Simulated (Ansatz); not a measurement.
From the elastic tensor of MgB2 to moduli and sound speeds

The calculation used DFT PBE, scalar-relativistic, plane waves, PAW (Ansatz). Plane waves to 420 eV; Γ-centred k mesh 18×18×12; Fermi-Dirac smearing of 0.15 eV. No spin polarisation.

It takes space group P6/mmm (No. 191, hexagonal). Conventional cell: a = 3.076 Å, b = 3.076 Å, c = 3.525 Å, α = 90.00°, β = 90.00°, γ = 120.00°. Around Mg (site symmetry 6/mmm) lie 12 B at 2.50 Å. B (site symmetry -6m2) has 3 B at 1.78 Å as nearest neighbours.

In a metal, frequencies and elastic constants depend on the k mesh and the smearing, soft modes and shear constants most.

Relaxed-ion constants (GPa, on the Cartesian axes of the calculation):
C11 = 427.8, C12 = 56.9, C13 = 32.7, C22 = 427.8, C23 = 32.7, C33 = 265.7, C44 = 71.0, C55 = 71.0, C66 = 185.4 GPa; the others vanish.

Density 2.641 g/cm³; 3 atoms in 28.88 Å³.

The values that follow are for a polycrystal of randomly turned grains, by Hill's mean where one number stands. In a crystal this anisotropic the Voigt and Reuss bounds lie far apart, so Hill's mean and the sound speeds and Debye temperature from it are rough.

With S = C⁻¹: B_V = (C11+C22+C33+2(C12+C13+C23))/9, G_V = (C11+C22+C33−C12−C13−C23+3(C44+C55+C66))/15, 1/B_R = S11+S22+S33+2(S12+S13+S23), 15/G_R = 4(S11+S22+S33−S12−S13−S23)+3(S44+S55+S66); Hill is their mean. Then v_l = √((B+4G/3)/ρ), v_t = √(G/ρ), v_m = [(2/v_t³+1/v_l³)/3]^(−1/3) and Θ = (ħ/k_B)·v_m·(6π²n/V)^(1/3) for n atoms in the volume V; E = 9BG/(3B+G), ν = (3B−2G)/(2(3B+G)) and A^U = 5G_V/G_R + B_V/B_R − 6.

```json
{"Bulk modulus, Voigt / Reuss / Hill": "151.8 / 143.1 / 147.4 GPa", "Shear modulus, Voigt / Reuss / Hill": "132.1 / 108.4 / 120.2 GPa", "Young's modulus": "284 GPa", "Poisson ratio": "0.179", "Pugh ratio B/G": "1.23 (under 1.75, the rule of thumb for brittle)", "Universal anisotropy index": "1.16", "Longitudinal and transverse sound speeds": "10794 and 6747 m/s", "Debye temperature from the mean sound speed": "1040 K"}
```

Cost: 1 run of about 8.8 core-minutes, on Intel Xeon Processor @ 2.50GHz (Skylake/Cascade Lake) (shared hosts).